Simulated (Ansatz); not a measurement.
## Li₂S: Core-level photoemission

Cell: a COD entry, its atoms then relaxed with PBE in this cell, repeated to a supercell; a hole's nearest image is 8.0 Å away.

```cif
data_Li2S
_symmetry_space_group_name_H-M 'Fm-3m'
_symmetry_Int_Tables_number 225
_cell_length_a 5.6890
_cell_length_b 5.6890
_cell_length_c 5.6890
_cell_angle_alpha 90.000
_cell_angle_beta 90.000
_cell_angle_gamma 90.000
loop_
_atom_site_label
_atom_site_type_symbol
_atom_site_symmetry_multiplicity
_atom_site_Wyckoff_symbol
_atom_site_fract_x
_atom_site_fract_y
_atom_site_fract_z
Li1 Li 8 c 0.2500 0.2500 0.2500
S17 S 4 a 0.0000 0.0000 0.0000
```

One atom of each set is listed; the run and its k-mesh use a cell of 24 atoms with edges of 8.05, 8.05, 8.05 Å.

Level of theory: DFT, PBE, plane waves and PAW, scalar-relativistic, 420 eV cutoff, Γ-centred 3×3×3 k-points, fixed occupations (Ansatz 0.2.0).

Each value is a total-energy difference between the cell with one core hole and the ground state (ΔSCF), counted from the top of the valence band. The cell with the hole is spin-polarised, as the shell with the hole is left with one unpaired spin. The periodic images are corrected with the calculated ε∞ = 3.88.

Task: What binding energies does the calculation give for S 2p?

Result: 

| line | atom | first shell | E_B (eV) | j = l + ½ / j = l − ½ (eV) |
| --- | --- | --- | --- | --- |
| S 2p | 17 | 8 Li at 2.46 Å | 160.5 | 160.1 / 161.3 |

For p, d and f shells E_B is the weighted mean of the two lines, whose splitting comes from the free atom's Dirac orbitals.

The program doubts some values: the cell is too small to check the potential alignment. Absolute PBE values can be off by an eV or more. Multiplets, satellites and widths aren't calculated.
